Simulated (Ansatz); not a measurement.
A run of Ansatz 0.2.0 is set up as follows.

File input.yaml:

```yaml
crystal:
  lattice:
    - [0.0, 1.78337, 1.78337]
    - [1.78337, 0.0, 1.78337]
    - [1.78337, 1.78337, 0.0]
  atoms:
    - { symbol: C, position_ang: [2.675055, 2.675055, 2.675055], spin: 0.5 }
    - { symbol: C, position_ang: [1.78337, 1.78337, 1.78337], spin: -0.5 }
kpoints:
  mp_grid: { grid: [13, 13, 13] }
scf:
  occupations: { method: methfessel_paxton, width: 0.05 }
hamiltonian:
  xc: { exchange: pbe, correlation: none }
  pseudopotentials:
    kind: all_electron
    lapw: { basis_error: 0.0005 }
    nuclear_model: point
magnetization:
  spin_polarized: true
output:
  eigenvalues: true
  optics:
    e_range: [0, 14]
    de: 0.1
    sigma: 0.15
    nscf_kmesh: { grid: [19, 19, 19] }
```

Potentials or basis: all-electron LAPW, point nuclei.

Launch:

```sh
$ ansatz run input.yaml --threads 1 --pin off --max-ram 2560MiB --backend cpu --events-out ev --progress --plain --runs-dir out
```

Estimate the net moment.

0.00 μB per cell.

Estimate the absolute moment.

0.00 μB per cell.

What does it give for the band gap on the k mesh?

4.49 eV, indirect (least direct gap 5.72 eV).

Dielectric function (mean over the directions given):
| energy (eV) | real part | imaginary part |
| --- | --- | --- |
| 0.30 | 5.76 | 0.00 |
| 0.70 | 5.78 | 0.00 |
| 1.20 | 5.82 | 0.00 |
| 1.70 | 5.89 | 0.00 |
| 2.10 | 5.96 | 0.00 |
| 2.60 | 6.07 | 0.00 |
| 3.10 | 6.22 | 0.00 |
| 3.60 | 6.41 | 0.00 |
| 4.00 | 6.61 | 0.00 |
| 4.50 | 6.93 | 0.00 |
| 5.00 | 7.40 | 0.00 |
| 5.40 | 8.02 | 0.00 |
| 5.90 | 9.85 | 1.03 |
| 6.40 | 9.67 | 1.65 |
| 6.90 | 8.49 | 2.10 |
| 7.30 | 8.84 | 2.52 |
| 7.80 | 8.68 | 2.82 |
| 8.30 | 8.23 | 3.80 |
| 8.80 | 8.96 | 4.96 |
| 9.20 | 9.72 | 4.52 |
| 9.70 | 9.79 | 6.80 |
| 10.20 | 10.51 | 6.34 |
| 10.60 | 11.92 | 11.83 |
| 11.10 | 17.15 | 17.49 |
| 11.60 | 5.93 | 18.65 |
| 12.10 | -12.53 | 8.65 |
| 12.50 | -4.05 | 5.79 |
| 13.00 | -1.00 | 8.45 |
| 13.50 | -6.58 | 9.09 |
| 14.00 | -4.08 | 4.39 |

Caveat: local fields are left out; spectra need much finer meshes, so this one isn't converged; independent-particle spectra lack excitons; an odd mesh through Γ misses points on the zone boundary, where band edges often lie; the starting moments weren't kept.
